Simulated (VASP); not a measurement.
Wanted: the native input for a VASP 6.6.1 run.

- Task: relaxation of cell and atoms
- Functional: PBEsol
- Dispersion: D4
- Potentials or basis: VASP PAW PBE potentials, release 64 (P)
- Cutoff: 520 eV
- k mesh: 12 × 12 × 12
- Occupations: gaussian, width 0.02 eV
- Spin: no spin polarisation
- Target pressure: 6 GPa
- Further INCAR settings: ALGO = Normal; EDIFF = 1e-07; IBRION = 2; EDIFFG = -0.002; NSW = 80; ISIF = 3
- Target pressure: 6 GPa

The structure of P lies in POSCAR:

```
P
1.0
    1.7257251800      0.9963479000      3.1296800100
   -1.7257251800      0.9963479000      3.1296800100
    0.0000000000     -1.9926957900      3.1296800100
P
2
Direct
    0.2270802500      0.2270802500      0.2270802500
    0.7729197500      0.7729197500      0.7729197500
```

This isn't the form of P at room conditions, which is orthorhombic.

The input as run:

INCAR

```
PREC     = Accurate       # precision mode
ENCUT    = 520            # plane-wave cutoff, eV
EDIFF    = 1E-7           # SCF threshold, eV
ISMEAR   = 0              # smearing method
SIGMA    = 0.02           # smearing width, eV
LREAL    = F              # projectors in reciprocal space
LASPH    = T              # aspherical terms in the spheres
NELM     = 80             # most SCF steps
ALGO     = Normal         # electronic algorithm
ISIF     = 3              # what is computed and relaxed
LWAVE    = F              # write WAVECAR
LCHARG   = F              # write CHGCAR
GGA      = PS             # functional
IVDW     = 13             # dispersion correction
IBRION   = 2              # ionic algorithm
NSW      = 80             # ionic steps
EDIFFG   = -0.002         # ionic threshold
PSTRESS  = 60.0
```

KPOINTS

```
regular mesh
0
Gamma
  12 12 12
```

Potentials or basis: VASP PAW PBE potentials, release 64 (P).

The run is started by

```sh
$ cat potpaw_PBE.64/P/POTCAR > POTCAR
$ mpirun -np 1 vasp_std > vasp.out
```

Results of the run:

* Relaxed volume: 13.37 Å³/atom
* Relaxed cell: a = 3.354 Å, b = 3.354 Å, c = 3.354 Å, α = 60.10°, β = 60.10°, γ = 60.10°
* Space group after relaxing (to 0.05 Å): R-3m (No. 166)
* Energy change on relaxing (the enthalpy is what falls): -23.6 meV/atom
* Ionic steps: 18
* Pressure after relaxing: 6.0 GPa
* Band gap on the k mesh: none (metal or under the smearing width)
* Dispersion energy per atom: -0.307 eV

Caveat: the cell is relaxed towards a set pressure, so the enthalpy falls and the energy may rise; the volume moved by over 15 % at a fixed basis, so the end points are rough; the PAW data sets were made with another functional, which shifts forces and pressure a little; pairwise dispersion overbinds metals, which lowers pressure and volume.

Wall time 5.5 min on 1 thread of Intel(R) Xeon(R) Platinum 8259CL CPU @ 2.50GHz (Skylake/Cascade Lake), with other jobs on the host, peak memory 0.2 GiB.
